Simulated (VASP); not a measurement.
Input of a VASP 6.6.1 run:

The input POSCAR:

```
BeTe
1.0
    0.0000000000      2.7700000000      2.7700000000
    2.7700000000      0.0000000000      2.7700000000
    2.7700000000      2.7700000000      0.0000000000
Te Be
1 1
Direct
    0.7500000000      0.7500000000      0.7500000000
    0.0000000000      0.0000000000      0.0000000000
```

Contents of INCAR.step1:

```
SYSTEM = BeTe
  PREC = Accurate
  ENCUT = 520
  EDIFF = 1E-5
  ISMEAR = -1
  SIGMA = 0.05
  LREAL = .False.
  LASPH = .True.
  NELM = 80
  ALGO = Normal
  ISIF = 2
  LWAVE = .True.
  LCHARG = .False.
  MAGMOM = 0 0 0 0 0 0
  LORBIT = 11
  LSORBIT = .True.
  GGA_COMPAT = .False.
  GGA = PE
```

Contents of INCAR.step2:

```
SYSTEM = BeTe
  PREC = Accurate
  ENCUT = 520
  EDIFF = 1E-6
  ISMEAR = -1
  SIGMA = 0.05
  LREAL = .False.
  LASPH = .True.
  NELM = 80
  ALGO = Normal
  ISIF = 2
  LWAVE = .False.
  LCHARG = .False.
  MAGMOM = 0 0 0 0 0 0
  LORBIT = 11
  LSORBIT = .True.
  GGA_COMPAT = .False.
  GGA = PE
  LHFCALC = .True.
  AEXX = 0.25
  PRECFOCK = Fast
  HFRCUT = -1
  ISTART = 1
```

File KPOINTS:

```
Automatic mesh
0
Gamma
  4 4 4
  0 0 0
```

Potentials or basis: VASP PAW PBE potentials, release 64 (Te, Be).

Command:

```sh
$ cat potpaw_PBE.64/Te/POTCAR potpaw_PBE.64/Be/POTCAR > POTCAR
$ cp INCAR.step1 INCAR
$ mpirun -np 1 vasp_ncl > vasp.out
$ cp INCAR.step2 INCAR
$ mpirun -np 1 vasp_ncl > vasp.out
```

Q: Predict the pressure.

A: 3.6 GPa.

Caveat: the k mesh is coarse (spacing up to 0.49 Å⁻¹), so the values aren't converged, least of all with exact exchange; the PAW data sets were made with another functional, which shifts forces and pressure a little.
